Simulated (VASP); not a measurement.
Ca8O7 (a cell with a defect): single point with PBEsol

The system is Ca8O7 (a cell with a defect).

```
Ca O
1.0
     0.00000    5.02765    5.02765
     5.02765    0.00000    5.02765
     5.02765    5.02765    0.00000
Ca O
8 7
Direct
  0.00851 0.98325 0.00980
  0.97269 0.99526 0.52743
  0.01613 0.49465 0.01727
  0.96776 0.50278 0.53157
  0.52607 0.99524 0.97406
  0.48253 0.02813 0.48408
  0.53094 0.50208 0.96985
  0.48997 0.50147 0.49170
  0.25388 0.24370 0.76138
  0.24970 0.41178 0.25104
  0.24501 0.75857 0.74014
  0.76001 0.24393 0.25458
  0.74948 0.24409 0.75081
  0.73909 0.75835 0.24678
  0.74945 0.75905 0.75076
```

```json
{
 "Program": "VASP 6.6.1",
 "Task": "single point",
 "Functional": "PBEsol",
 "Potentials or basis": "VASP PAW PBE potentials, release 64 (Ca_sv, O)",
 "Cutoff": "520 eV",
 "k mesh": "3 × 3 × 3",
 "Occupations": "fermi-dirac, width 0.1 eV",
 "Spin": "no spin polarisation",
 "Dipole correction": "no",
 "Further INCAR settings": "LREAL = Auto; ALGO = Fast; EDIFF = 1e-07; NBANDS = 74"
}
```

```yaml
Pressure: -6.7 GPa
Largest_force: 1.867 eV/Å
Band_gap_on_the_k_mesh: 0.67 eV, indirect (least direct gap 0.99 eV)
```

Forces on the atoms (eV/Å):
```
Ca   0.129 -0.178  0.132
Ca  -0.037  0.000  0.047
Ca   0.085  0.047  0.087
Ca   0.096  0.000  0.200
Ca   0.047  0.000 -0.035
Ca   0.088 -0.048  0.085
Ca   0.199 -0.004  0.096
Ca   0.131  0.181  0.130
O    0.077 -0.019  0.112
O   -1.320 -0.001 -1.320
O    0.112  0.021  0.077
O    0.114 -0.017  0.075
O    0.123 -0.001  0.123
O    0.075  0.018  0.113
O    0.081  0.002  0.078
```

Stress tensor (GPa, compression positive):
```
-5.62  0.00 -2.20
 0.00 -8.96  0.00
-2.20  0.00 -5.61
```

Levels at points of the mesh, in eV from the valence-band top:
```
           k point  band 57  band 58  band 59  band 60  band 61  band 62  band 63  band 64  band 65  band 66
(0.00, 0.00, 0.00)    -3.27    -3.12    -3.10    -3.02    -1.05     0.67     0.76     0.99     1.74     2.21
```

Wall time 13 min on 1 thread of Intel(R) Xeon(R) 6975P-C (Granite Rapids), with other jobs on the host, peak memory 0.48 GiB.

Caveat: the PAW data sets were made with another functional, which shifts forces and pressure a little. A hybrid or GW would open this gap; PBEsol tends to underestimate it.
